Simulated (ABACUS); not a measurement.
# TePb (Fm-3m) in ABACUS: a series of runs, part 2 of 2

ABACUS 3.10.1. Earlier steps stand in the parts before.

## (3) Relaxation of cell and atoms, AM05

Input file run_abacus.py:

```python
"""ABACUS run from a structure file: ASE reads it, the script writes STRU, KPT and INPUT."""
import re
import subprocess
from ase.io import read
from ase.units import Bohr

atoms = read("POSCAR")
atoms = atoms[(-atoms.numbers).argsort(kind="stable")]  # ABACUS lists atoms element by element
pseudo = {'Pb': '82_Pb_14_3.0_3.1_pbe_n_v1.0.upf', 'Te': '52_Te_16_2.3_2.3_pbe_n_v1.0.upf'}
orbital = {}
magmoms = None
kmesh = [6, 6, 6]
params = {
    'suffix': 'TePb',
    'calculation': 'cell-relax',
    'basis_type': 'pw',
    'pseudo_dir': './',
    'symmetry': 1,
    'dft_functional': 'GGA_X_AM05+GGA_C_AM05',
    'ecutwfc': 83,
    'pseudo_rcut': 10,
    'nspin': 1,
    'nbands': 19,
    'ks_solver': 'dav',
    'smearing_method': 'fd',
    'smearing_sigma': 0.00367493,
    'scf_thr': 1e-08,
    'scf_nmax': 100,
    'mixing_type': 'broyden',
    'mixing_beta': 0.7,
    'cal_force': 1,
    'cal_stress': 1,
    'relax_nmax': 60,
    'force_thr_ev': 0.005,
    'relax_method': 'cg',
    'out_stru': 1,
    'stress_thr': 1,
    'kpar': 4,
}

symbols = atoms.get_chemical_symbols()
elements = list(dict.fromkeys(symbols))
lines = ["ATOMIC_SPECIES"] + [f"{e} {atoms.get_masses()[symbols.index(e)]:.4f} {pseudo[e]}" for e in elements]
if orbital:
    lines += ["", "NUMERICAL_ORBITAL"] + [orbital[e] for e in elements]
lines += ["", "LATTICE_CONSTANT", f"{1 / Bohr:.10f}", "", "LATTICE_VECTORS"]
lines += [" ".join(f"{x:.10f}" for x in v) for v in atoms.cell]
lines += ["", "ATOMIC_POSITIONS", "Direct"]
for e in elements:
    lines += ["", e, "0.0", str(symbols.count(e))]
    for i, p in enumerate(atoms.get_scaled_positions(wrap=False)):
        if symbols[i] == e:
            mag = "" if magmoms is None else " mag " + " ".join(str(x) for x in (magmoms[i] if isinstance(magmoms[i], list) else [magmoms[i]]))
            lines.append(" ".join(f"{x:.10f}" for x in p) + " 1 1 1" + mag)
open("STRU", "w").write("\n".join(lines) + "\n")
open("KPT", "w").write("K_POINTS\n0\nGamma\n%d %d %d 0 0 0\n" % tuple(kmesh))
open("INPUT", "w").write("INPUT_PARAMETERS\n" + "".join(f"{k:<20s}{v}\n" for k, v in params.items()))

done = subprocess.run(['mpirun', '-np', '4', 'abacus'])
if done.returncode:
    raise SystemExit(done.returncode)
log = open("OUT.TePb/running_cell-relax.log").read()
print("final energy (eV):", re.findall(r"FINAL_ETOT_IS (\S+)", log))
```

Input file POSCAR:

```
TePb
1.0
    0.0000000000      3.2310000000      3.2310000000
    3.2310000000      0.0000000000      3.2310000000
    3.2310000000      3.2310000000      0.0000000000
Pb Te
1 1
Direct
    0.0000000000      0.0000000000      0.0000000000
    0.5000000000      0.5000000000      0.5000000000
```

Potentials or basis: SPMS ONCV 1.0 PBE, plane waves.

The run is started by

```
> OMP_NUM_THREADS=1 python run_abacus.py > log
```

running log:

```text
ABACUS v3.10.1

               Atomic-orbital Based Ab-initio Computation at UStc

 ------------------------------------------------------------------------------------

 READING GENERAL INFORMATION
                           global_out_dir = OUT.TePb/
                           global_in_card = INPUT
                               pseudo_dir = ./
                              orbital_dir =
                                    DSIZE = 4
                                    GSIZE = 1
[... 5 lines left out ...]

 READING ATOM TYPE 1
                               atom label = Pb
                      L=0, number of zeta = 1
                      L=1, number of zeta = 1
                      L=2, number of zeta = 1
             number of atom for this type = 1

 READING ATOM TYPE 2
                               atom label = Te
                      L=0, number of zeta = 1
                      L=1, number of zeta = 1
                      L=2, number of zeta = 1
             number of atom for this type = 1

                        TOTAL ATOM NUMBER = 2
DIRECT COORDINATES
    atom                   x                   y                   z     mag                  vx                  vy                  vz
taud_Pb1            0.0000000000        0.0000000000        0.0000000000  0.0000        0.0000000000        0.0000000000        0.0000000000
taud_Te1            0.5000000000        0.5000000000        0.5000000000  0.0000        0.0000000000        0.0000000000        0.0000000000

                          Volume (Bohr^3) = 455.237
                             Volume (A^3) = 67.4591

[... 308 lines left out ...]
 E_Hartree      67.2244301398        914.6352947037
 E_xc           -74.3691200693       -1011.8437881886
 E_Ewald        -209.6856909029      -2852.9201853465
 E_entropy(-TS) -0.0000019551        -0.0000266003
 E_descf        0.0000000000         0.0000000000
 E_exx          0.0000000000         0.0000000000
 E_Fermi        0.7476141413         10.1718122271
----------------------------------------------------------

 charge density convergence is achieved
 final etot is -4405.282161 eV
 EFERMI = 10.171812227 eV

 STATE ENERGY(eV) AND OCCUPATIONS    NSPIN == 1
 1/4 kpoint (Cartesian) = 0.0000 0.0000 0.0000 (5817 pws)
       1       -26.1825     0.00925926
       2       -26.1825     0.00925926
       3       -26.1782     0.00925926
       4       -26.1782     0.00925926
       5       -26.1782     0.00925926
       6       -6.78928     0.00925926
[... 74 lines left out ...]
      18        11.0707    5.77157e-10
      19        18.2118    5.42088e-72

------------------------------------------------------------------------------------------
 TOTAL-FORCE (eV/Angstrom)
------------------------------------------------------------------------------------------
                       Pb1         0.0000000000         0.0000000000         0.0000000000
                       Te1         0.0000000000         0.0000000000         0.0000000000
------------------------------------------------------------------------------------------

----------------------------------------------------------------
 TOTAL-STRESS (KBAR)
----------------------------------------------------------------
        -0.1400270189        -0.0000000000         0.0000000000
        -0.0000000000        -0.1400270189         0.0000000000
        -0.0000000000         0.0000000000        -0.1400270189
----------------------------------------------------------------
 TOTAL-PRESSURE: -0.140027 KBAR

 Largest gradient in force is 0.000000 eV/A.
 Threshold is 0.005000 eV/A.

 Largest gradient in stress is 0.140027 kbar.
 Threshold is 1.000000 kbar.

 Relaxation is converged!

 --------------------------------------------
 !FINAL_ETOT_IS -4405.2821609749526033 eV
 --------------------------------------------
```

INPUT:

```text
INPUT_PARAMETERS
suffix              TePb
calculation         cell-relax
basis_type          pw
pseudo_dir          ./
symmetry            1
dft_functional      GGA_X_AM05+GGA_C_AM05
ecutwfc             83
pseudo_rcut         10
nspin               1
nbands              19
ks_solver           dav
smearing_method     fd
smearing_sigma      0.00367493
scf_thr             1e-08
scf_nmax            100
mixing_type         broyden
mixing_beta         0.7
cal_force           1
cal_stress          1
relax_nmax          60
force_thr_ev        0.005
relax_method        cg
out_stru            1
stress_thr          1
kpar                4
```

It took 9.9 s on 4 MPI ranks of Intel Xeon Platinum 8488C (Sapphire Rapids), shared host; peak memory 0.52 GiB.

Results:

```
Free energy             : -4405.2822 eV
Pressure after relaxing : 0.0 GPa
Band gap on the k mesh  : 0.71 eV, direct
```

Final structure:
```
Pb Te
1.0
     0.00000    3.23100    3.23100
     3.23100    0.00000    3.23100
     3.23100    3.23100    0.00000
Pb Te
1 1
Direct
  0.00000 0.00000 0.00000
  0.50000 0.50000 0.50000
```

Levels at points of the mesh, in eV from the valence-band top:
```tsv
k point	band 13	band 14	band 15	band 16	band 17	band 18
(0.00, 0.00, 0.00)	-1.35	-1.35	-1.35	4.07	4.07	4.07
(0.50, 0.50, 0.50)	-0.89	-0.89	0.00	0.71	1.25	1.25
(0.50, 0.50, 0.00)	-4.51	-2.81	-2.81	3.30	5.46	5.46
```

Caveat: the relaxation stopped at its first step, so nothing moved; the potentials were made for another functional, which shifts forces and pressure; spin-orbit coupling is left out, which as a rule narrows the gap of such compounds by several tenths of an eV. A k mesh can miss the band edges.

## (4) Single point, OLYP

Input file INPUT:

```
INPUT_PARAMETERS
suffix              TePb
calculation         scf
basis_type          pw
pseudo_dir          ./
symmetry            1
dft_functional      GGA_X_OPTX+GGA_C_LYP
ecutwfc             83
pseudo_rcut         10
nspin               1
nbands              25
ks_solver           dav
smearing_method     fd
smearing_sigma      0.00367493
scf_thr             1e-08
scf_nmax            100
mixing_type         broyden
mixing_beta         0.7
cal_force           1
cal_stress          1
out_chg             1
kpar                4
```

Input file STRU:

```
ATOMIC_SPECIES
Pb 207.2000 Pb.upf
Te 127.6000 Te.upf

LATTICE_CONSTANT
8.6347709725

LATTICE_VECTORS
0.0000000000 0.7071067812 0.7071067812
0.7071067812 0.0000000000 0.7071067812
0.7071067812 0.7071067812 0.0000000000

ATOMIC_POSITIONS
Cartesian

Pb
0.0
1
0.0000000000 0.0000000000 0.0000000000 1 1 1

Te
0.0
1
0.7071067812 0.7071067812 0.7071067812 1 1 1
```

Input file KPT:

```
K_POINTS
0
Gamma
6 6 6 0 0 0
```

Potentials or basis: Ansatz NC PBE, plane waves.

The run is started by

```
> OMP_NUM_THREADS=1 mpirun -np 4 abacus > log
```

Run time: 8.6 s. Hardware: 4 MPI ranks of AMD EPYC 9R45 (Zen 5), shared host; peak memory 0.6 GiB.

The run converged. Its results:

| Item | Value |
| --- | --- |
| Free energy | -5246.4773 eV |
| Pressure | 3.4 GPa |
| Band gap on the k mesh | 0.96 eV, direct |

Levels at points of the mesh, in eV from the valence-band top:
```
           k point  band 12  band 13  band 14  band 15  band 16  band 17  band 18  band 19
(0.00, 0.00, 0.00)    -5.62    -1.37    -1.37    -1.37     4.16     4.16     4.16     5.96
(0.50, 0.50, 0.50)    -8.59    -0.92    -0.92     0.00     0.96     1.36     1.36     8.79
(0.50, 0.50, 0.00)    -7.32    -4.40    -2.78    -2.78     3.60     5.53     5.53     6.80
```

Caveat: the potentials were made for another functional, which shifts forces and pressure; spin-orbit coupling is left out, which as a rule narrows the gap of such compounds by several tenths of an eV.

## (5) Overview

```tsv
task	level	potentials or basis	cell	max steps of the relaxation	force threshold	optimiser	stress threshold	gap on the mesh (eV)	pressure (GPa)
single point	AM05	SPMS ONCV 1.0 PBE, plane waves	as given	-	-	-	-	0.71	0.0
relaxation of cell and atoms	AM05	SPMS ONCV 1.0 PBE, plane waves	relaxed	60	0.005 eV/Å	cg	1 kbar	0.71	0.0
single point	OLYP	Ansatz NC PBE, plane waves	as given	-	-	-	-	0.96	3.4
```

Alike in all rows: no spin polarisation; k mesh 6 × 6 × 6; cutoff (eV) 1129; smearing fermi-dirac 0.05 eV.

Caveats: the potentials were made for another functional, which shifts forces and pressure; spin-orbit coupling is left out, which as a rule narrows the gap of such compounds by several tenths of an eV; the relaxation stopped at its first step, so nothing moved (some runs).

Absolute energies hang on the potentials; compare differences alone.

## (6) How close it comes

Step 2. Against the measured gap of TePb, 0.19 eV (direct; 4.2 K; a printed reference work, monograph), the calculated 0.71 eV is off by +0.52 eV. Spin-orbit coupling on Pb, Te is left out. The value is that of AM05 on a finite k mesh, which can miss the band edges, without temperature or zero-point motion.

Step 4. Against the measured gap of TePb, 0.19 eV (direct; 4.2 K; a printed reference work, monograph), the calculated 0.96 eV is off by +0.77 eV. Spin-orbit coupling on Pb, Te is left out. The value is that of OLYP on a finite k mesh, which can miss the band edges, without temperature or zero-point motion.
